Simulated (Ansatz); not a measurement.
Predict the output of the script below (the Python package of Ansatz (0.2.0)).

The script, `pbse.py`:
```python
'''A supercell of PbSe must give the energy of the small cell.'''

import logging
import sys

import ansatz
import pandas as pd
from pymatgen.core import Lattice, Structure
from pymatgen.io.ase import AseAtomsAdaptor

logging.basicConfig(stream=sys.stdout, format='%(levelname)s %(message)s')
logger = logging.getLogger('pbse')
logger.setLevel(logging.INFO)

pmg_structure = Structure(
    Lattice([(2.154877, -6.133947, 0.0), (2.154877, 6.133947, 0.0), (0.0, 0.0, 4.450494)]),
    ['Pb', 'Pb', 'Se', 'Se'],
    [
        (0.631761, 0.368239, 0.75),
        (0.368239, 0.631761, 0.25),
        (0.86129, 0.13871, 0.75),
        (0.13871, 0.86129, 0.25),
    ],
)
pbse = ansatz.Crystal.from_ase(AseAtomsAdaptor.get_atoms(pmg_structure))

# the mesh shrinks as the cell grows, so that all cells sample the same points
mesh = (4, 4, 4)
rows = []
for repeats in [(1, 1, 1), (2, 1, 1)]:
    calc = pbse.supercell(*repeats).calculation()
    calc = calc.basis(35 * ansatz.Ry).occupations(ansatz.OccupationsMethod.FIXED)
    calc = calc.functional('pbesol')
    calc = calc.scf(tolerance=1e-07, max_iterations=100, algorithm='density_mixing')
    calc = calc.kpoints(*(k // n for k, n in zip(mesh, repeats)))
    r = calc.run(threads=1, pin='off').report
    n = len(r['lattice']['sites'])
    rows.append((repeats, n, r['free_energy_ev'] / n, r['fermi_energy_ev'], r['n_kpoints'], r['n_symmetry_ops']))
print(pd.DataFrame(rows, columns=['repeats', 'atoms', 'F/atom eV', 'Fermi level eV', 'k-points', 'symmetry operations']).round(4).to_string(index=False))
```

Running `python pbse.py` prints:
```text
  repeats  atoms  F/atom eV  Fermi level eV  k-points  symmetry operations
(1, 1, 1)      4 -8590.0574          7.9243        21                    8
(2, 1, 1)      8 -8590.0574          7.9243        18                    8
```

What to keep in mind:
- The settings weren't tested for convergence.
- With fixed filling the reported Fermi level is the top filled level among the k-points of the SCF.
- Spin-orbit coupling, which matters for elements this heavy, is left out.
- This cell is a computed structure, which may not be the phase found in nature.
- The count of operations in a supercell holds its pure translations too, and an uneven repeat can lower the point group.
- Run time: 16 s on 1 thread of Arm Neoverse V2, with other jobs on the host, peak memory 0.78 GiB.

(Lines on the test bed's own set-up are left out of the output.)
